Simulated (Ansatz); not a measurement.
Runs of Ansatz 0.2.0 on H. It takes space group P4/mmm (No. 123, tetragonal). The conventional cell has a = 2.650 Å, b = 2.650 Å, c = 0.980 Å, α = 90.00°, β = 90.00°, γ = 90.00°. Around H (site symmetry 4/mmm) lie 2 H at 0.98 Å. 

```tsv
task	level	cell	smearing	pressure (GPa)	relaxed volume (Å³/atom)
relaxation of cell and atoms	PBEsol+D3(BJ)	relaxed	fermi-dirac 0.05 eV	0.0	7.74
relaxation of cell and atoms	PBEsol	relaxed	fermi-dirac 0.05 eV	0.0	10.26
single point	PBEsol	as given	gaussian 0.1 eV	(a)	-
relaxation of cell and atoms	PBEsol+D4	relaxed	fermi-dirac 0.05 eV	0.0	7.83
```

Alike in all rows: potentials or basis Ansatz PAW; no spin polarisation; k mesh 10 × 10 × 26; cutoff (eV) 420.

**Question.** Fill in the values left out.

**Answer.** (a) 1.9.

Caveats: the PAW data sets come from PBE, with cores solved anew for the run's functional, which leaves a small shift of forces and pressure; the plane-wave basis is chosen anew once the cell has moved, so the energies of steps on either side of that aren't comparable (some runs); the volume moved by over 15 % at a fixed basis, so the end points are rough (some runs).

Not every run made on this cell is shown here.
